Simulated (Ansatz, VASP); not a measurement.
## One calculation of B, two programs

```
B
1.0
     1.63532    0.00000    0.00000
     0.00000    2.88513    0.00000
     0.00000    0.00000    3.94032
B
2
Direct
  0.00000 0.50000 0.60926
  0.50000 0.00000 0.39074
```

Change from the starting cell: volume scaled by 1.02.

Alike in both runs: task single point; functional PBE; k mesh 16 × 9 × 7; occupations fermi-dirac, width 0.05 eV; no spin polarisation.

```csv
,VASP,Ansatz
version,VASP 6.6.1,Ansatz 0.2.0
potentials or method,"VASP PAW PBE potentials, release 64 (B)",Ansatz PAW
plane-wave cutoff (eV),520,420
valence electrons in the cell,6,6
```

```tsv
	VASP	Ansatz	Ansatz less VASP
gap on the k mesh at the Fermi level (eV)	none	none	-
pressure (GPa)	-3.3	-3.3	+0.02
largest component of the traceless stress (GPa)	4.35	4.41	+0.059
rms of the force components (eV/Å)	0.038	0.037	-0.0014
```

Atom by atom the forces differ by 0.001 eV/Å (rms over components). A gap of «none» marks a metal or a gap that the smearing closes.

Caveats: this functional lacks dispersion, which binds the layers, so the pressure and a relaxed spacing across them are unreliable.
